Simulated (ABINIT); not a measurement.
# Sn (Im-3m) in ABINIT: single point with PBEsol

Aim: the single point of Sn with PBEsol.

All numbers are computed with ABINIT 10.8.3 (patched build); they aren't measurements. Logs are shortened: lines on timing, memory, paths and dates and some standing lists are left out, and cuts for length are marked. The log counts tension as positive stress, the text compression.

### Step 1. The crystal as given

It takes space group Im-3m (No. 229, cubic). The conventional cell has a = 3.789 Å, b = 3.789 Å, c = 3.789 Å, α = 90.00°, β = 90.00°, γ = 90.00°. Sn (site symmetry m-3m) is surrounded by 8 Sn at 3.28 Å.

This isn't the form of Sn at room conditions, which is tetragonal (white tin).

### Step 2. Single point, PBEsol

Contents of run.abi:

```
# Pseudopotentials
pp_dirpath "./"
pseudos "Sn.GGA_PBE-JTH.xml"

# Structure
acell 3*1.0 Angstrom
rprim
    -1.8946518192     1.8946518192     1.8946518192
     1.8946518192    -1.8946518192     1.8946518192
     1.8946518192     1.8946518192    -1.8946518192
ntypat 1
znucl 50
natom 1
typat 1
xred
     0.0000000000     0.0000000000     0.0000000000

# Plane-wave basis
ecut 16.0
pawecutdg 32.0
pawxcdev 0

# k points
kptopt 1
ngkpt 8 8 8
nshiftk 1
shiftk 0.0 0.0 0.0

# Exchange and correlation
ixc -116133

# Bands and occupations
nband 11
occopt 3
tsmear 0.05 eV

# SCF cycle
nstep 100
tolvrs 1.0e-9

# Output
iomode 3
prtwf 0
prtden 0
prteig 0
prtebands 0
```

Potentials or basis: JTH PAW PBE v2.0.

Started as:

```sh
mpirun --bind-to none -np 4 abinit run.abi > log 2>&1
```

run.abo:

```text
.Version 10.8.3 of ABINIT
 Symmetries : space group Im -3 m (#229); Bravais cI (body-center cubic)
================================================================================
 Values of the parameters that define the memory need of the present run
     intxc =       0    ionmov =       0      iscf =      17    lmnmax =      18
     lnmax =       6     mgfft =      24  mpssoang =       3    mqgrid =    3001
     natom =       1  nloc_mem =       2    nspden =       1   nspinor =       1
    nsppol =       1      nsym =      48    n1xccc =       1    ntypat =       1
    occopt =       3   xclevel =       2
       mpw =         579          nfft =       13824          nkpt =          29
 PAW method is used; the additional fine FFT grid is defined by:
   mgfftf=        32    nfftf =     32768
================================================================================
================================================================================

--------------------------------------------------------------------------------
------------- Echo of variables that govern the present computation ------------
--------------------------------------------------------------------------------
 -outvars: echo values of preprocessed input variables --------
            acell      1.8897261259E+00  1.8897261259E+00  1.8897261259E+00 Bohr
              amu      1.18710000E+02
             ecut      1.60000000E+01 Hartree
              ixc     -116133
         kptrlatt        8    0    0      0    8    0      0    0    8
          kptrlen      4.96111042E+01
            natom           1
            nband          11
            ngfft          24      24      24
          ngfftdg          32      32      32
             nkpt          29
            nstep         100
             nsym          48
           ntypat           1
           occopt           3
        pawecutdg      3.20000000E+01 Hartree
         pawxcdev           0
           prtden           0
        prtebands           0
           prteig           0
            prtwf           0
            rprim     -1.8946518192E+00  1.8946518192E+00  1.8946518192E+00
                       1.8946518192E+00 -1.8946518192E+00  1.8946518192E+00
                       1.8946518192E+00  1.8946518192E+00 -1.8946518192E+00
          spgroup         229
           tolvrs      1.00000000E-09
           tsmear      1.83746611E-03 Hartree
            typat      1
           useylm           1
            znucl       50.00000

================================================================================

 chkinp: Checking input parameters for consistency.

================================================================================
== DATASET  1 ==================================================================

--- !DatasetInfo
iteration_state: {dtset: 1, }
dimensions: {natom: 1, nkpt: 29, mband: 11, nsppol: 1, nspinor: 1, nspden: 1, mpw: 579, }
cutoff_energies: {ecut:  16.0, pawecutdg:  32.0, }
electrons: {nelect:   1.40000000E+01, charge:   0.00000000E+00, occopt:   3.00000000E+00, tsmear:   1.83746611E-03, }
meta: {optdriver: 0, ionmov: 0, optcell: 0, iscf: 17, paral_kgb: 0, }
...

 Real(R)+Recip(G) space primitive vectors, cartesian coordinates (Bohr,Bohr^-1):
 R(1)= -3.5803730  3.5803730  3.5803730  G(1)=  0.0000000  0.1396503  0.1396503
 R(2)=  3.5803730 -3.5803730  3.5803730  G(2)=  0.1396503  0.0000000  0.1396503
 R(3)=  3.5803730  3.5803730 -3.5803730  G(3)=  0.1396503  0.1396503  0.0000000
 Unit cell volume ucvol=  1.8358823E+02 bohr^3
 Angles (23,13,12)=  1.09471221E+02  1.09471221E+02  1.09471221E+02 degrees

 Coarse grid specifications (used for wave-functions):

 getcut: wavevector=  0.0000  0.0000  0.0000  ngfft=  24  24  24
         ecut(hartree)=     16.000   => boxcut(ratio)=   2.14930

 Fine grid specifications (used for densities):

 getcut: wavevector=  0.0000  0.0000  0.0000  ngfft=  32  32  32
         ecut(hartree)=     32.000   => boxcut(ratio)=   2.02836

--- Pseudopotential description ------------------------------------------------
- pspini: atom type   1  psp file is ./Sn.GGA_PBE-JTH.xml
 Pseudopotential format is: paw10
 basis_size (lnmax)=  6 (lmn_size= 18), orbitals=   0   0   1   1   2   2
 Spheres core radius: rc_sph= 2.51086398
 Shapefunction is BESSEL type: shapef(r,l)=aa(1,l)*jl(q(1,l)*r)+aa(2,l)*jl(q(2,l)*r)
 Radius for shape functions =  1.40702157
 Compensation charge density is not taken into account in XC energy/potential

   3.60098397E+02                                ecore*ucvol(ha*bohr**3)
--------------------------------------------------------------------------------

================================================================================

--- !BeginCycle
iteration_state: {dtset: 1, }
solver: {iscf: 17, nstep: 100, nline: 4, wfoptalg: 10, }
tolerances: {tolvrs: 1.00E-09, }
...

     iter   Etot(hartree)      deltaE(h)  residm     nres2
 ETOT  1  -69.638270688542    -6.964E+01 3.276E-01 2.282E-01
 ETOT  2  -69.710441720081    -7.217E-02 1.531E-02 1.207E-02
 ETOT  3  -69.710353938597     8.778E-05 5.494E-03 8.538E-04
 ETOT  4  -69.710348108892     5.830E-06 4.465E-03 6.835E-05
 ETOT  5  -69.710347927416     1.815E-07 9.559E-04 4.069E-06
 ETOT  6  -69.710347915204     1.221E-08 3.221E-04 1.606E-08
 ETOT  7  -69.710347915625    -4.209E-10 4.744E-05 8.081E-09
 ETOT  8  -69.710347915655    -3.044E-11 7.067E-05 1.204E-10

 At SCF step    8       nres2   =  1.20E-10 < tolvrs=  1.00E-09 =>converged.

 Cartesian components of stress tensor (hartree/bohr^3)
  sigma(1 1)=  7.93653023E-05  sigma(3 2)=  0.00000000E+00
  sigma(2 2)=  7.93653023E-05  sigma(3 1)=  0.00000000E+00
  sigma(3 3)=  7.93653023E-05  sigma(2 1)=  0.00000000E+00

--- !ResultsGS
iteration_state: {dtset: 1, }
comment   : Summary of ground state results
lattice_vectors:
- [ -3.5803730,   3.5803730,   3.5803730, ]
- [  3.5803730,  -3.5803730,   3.5803730, ]
- [  3.5803730,   3.5803730,  -3.5803730, ]
lattice_lengths: [   6.20139,    6.20139,    6.20139, ]
lattice_angles: [109.471, 109.471, 109.471, ] # degrees, (23, 13, 12)
lattice_volume:   1.8358823E+02
convergence: {deltae: -3.044E-11, res2:  1.204E-10, residm:  7.067E-05, diffor: null, }
etotal    :  -6.97103479E+01
entropy   :   0.00000000E+00
fermie    :   2.30761136E-01
cartesian_stress_tensor: # hartree/bohr^3
- [  7.93653023E-05,   0.00000000E+00,   0.00000000E+00, ]
- [  0.00000000E+00,   7.93653023E-05,   0.00000000E+00, ]
- [  0.00000000E+00,   0.00000000E+00,   7.93653023E-05, ]
pressure_GPa:  -2.3350E+00
xred      :
- [  0.0000E+00,   0.0000E+00,   0.0000E+00, Sn]
cartesian_forces: # hartree/bohr
- [ -0.00000000E+00,  -0.00000000E+00,  -0.00000000E+00, ]
force_length_stats: {min:   0.00000000E+00, max:   0.00000000E+00, mean:   0.00000000E+00, }
...

 Integrated electronic density in atomic spheres:
 ------------------------------------------------
 Atom  Sphere_radius  Integrated_density
    1        2.51086         11.84213793

================================================================================

 ----iterations are completed or convergence reached----

 Mean square residual over all n,k,spin=   35.505E-08; max=  70.675E-06
 reduced coordinates (array xred) for    1 atoms
       0.000000000000      0.000000000000      0.000000000000
 rms dE/dt=  0.0000E+00; max dE/dt=  0.0000E+00; dE/dt below (all hartree)
    1       0.000000000000      0.000000000000      0.000000000000

 cartesian coordinates (angstrom) at end:
    1      0.00000000000000     0.00000000000000     0.00000000000000

 cartesian forces (hartree/bohr) at end:
    1     -0.00000000000000    -0.00000000000000    -0.00000000000000
 frms,max,avg= 0.0000000E+00 0.0000000E+00   0.000E+00  0.000E+00  0.000E+00 h/b

 cartesian forces (eV/Angstrom) at end:
    1     -0.00000000000000    -0.00000000000000    -0.00000000000000
 frms,max,avg= 0.0000000E+00 0.0000000E+00   0.000E+00  0.000E+00  0.000E+00 e/A
 length scales=  1.889726125908  1.889726125908  1.889726125908 bohr
              =  1.000000000000  1.000000000000  1.000000000000 angstroms
 Fermi (or HOMO) energy (hartree) =   0.23076   Average Vxc (hartree)=  -0.38261
 Eigenvalues (hartree) for nkpt=  29  k points:
 kpt#   1, nband= 11, wtk=  0.00195, kpt=  0.0000  0.0000  0.0000 (reduced coord)
  -0.55336   -0.55336   -0.55336   -0.54827   -0.54827   -0.17385    0.52576    0.52576
   0.52576    0.68278    0.68286
      occupation numbers for kpt#   1
   2.00000    2.00000    2.00000    2.00000    2.00000    2.00000    0.00000    0.00000
   0.00000    0.00000    0.00000
 prteigrs : prtvol=0 or 1, do not print more k-points.

--- !EnergyTerms
iteration_state     : {dtset: 1, }
comment             : Components of total free energy in Hartree
kinetic             :  1.17167022224042E+01
hartree             :  2.38330111619836E+01
xc                  : -6.81500080341748E+00
Ewald energy        : -4.98055473332226E+01
psp_core            :  1.96144602303011E+00
local_psp           : -6.61787897438598E+01
PAW spherical_terms :  1.55781509760939E+01
internal            : -6.97100274969880E+01
'-kT*entropy'       : -3.34842882310582E-04
total_energy        : -6.97103623398703E+01
total_energy_eV     : -1.89691559497750E+03
...

--- !EnergyTermsDC
iteration_state     : {dtset: 1, }
comment             : '"Double-counting" decomposition of free energy'
band_energy         : -5.23554851966429E+00
Ewald energy        : -4.98055473332226E+01
psp_core            :  1.96144602303011E+00
xc_dc               : -2.60816555178808E+01
PAW spherical_terms :  9.45129227496485E+00
internal            : -6.97100130727728E+01
'-kT*entropy'       : -3.34842882310582E-04
total_energy_dc     : -6.97103479156551E+01
total_energy_dc_eV  : -1.89691520247461E+03
...

--- !EnergyTermsWithPAWCore
iteration_state     : {dtset: 1, }
comment             : 'Components of total free energy, including PAW core contributions'
Total energy        : -6.17461063925681E+03
Total energy DC     : -6.17461062483259E+03
Total energy (eV)   : -1.68019715023361E+05
Total energy DC (eV): -1.68019714630858E+05
...

 Cartesian components of stress tensor (hartree/bohr^3)
  sigma(1 1)=  7.93653023E-05  sigma(3 2)=  0.00000000E+00
  sigma(2 2)=  7.93653023E-05  sigma(3 1)=  0.00000000E+00
  sigma(3 3)=  7.93653023E-05  sigma(2 1)=  0.00000000E+00

-Cartesian components of stress tensor (GPa)         [Pressure= -2.3350E+00 GPa]
- sigma(1 1)=  2.33500781E+00  sigma(3 2)=  0.00000000E+00
- sigma(2 2)=  2.33500781E+00  sigma(3 1)=  0.00000000E+00
- sigma(3 3)=  2.33500781E+00  sigma(2 1)=  0.00000000E+00

== END DATASET(S) ==============================================================
================================================================================

 -outvars: echo values of variables after computation  --------
            acell      1.8897261259E+00  1.8897261259E+00  1.8897261259E+00 Bohr
           etotal     -6.9710347916E+01
            fcart     -0.0000000000E+00 -0.0000000000E+00 -0.0000000000E+00
            rprim     -1.8946518192E+00  1.8946518192E+00  1.8946518192E+00
                       1.8946518192E+00 -1.8946518192E+00  1.8946518192E+00
                       1.8946518192E+00  1.8946518192E+00 -1.8946518192E+00
           strten      7.9365302270E-05  7.9365302270E-05  7.9365302270E-05
                       0.0000000000E+00  0.0000000000E+00  0.0000000000E+00
 Calculation completed.
```

It took 3.9 s on 4 MPI ranks of Arm Neoverse V2, shared host; peak memory 0.32 GiB.

What came out:

- Free energy: -1896.9152 eV
- Band gap on the k mesh: none (metal or under the smearing width)
- Valence electrons inside the program's atomic spheres: Sn 11.84 (radii [1.3287] Å)

Caveat: the cutoff is too short for stress, so the log's stress isn't used; the PAW data sets were made with another functional, which shifts forces and pressure a little.
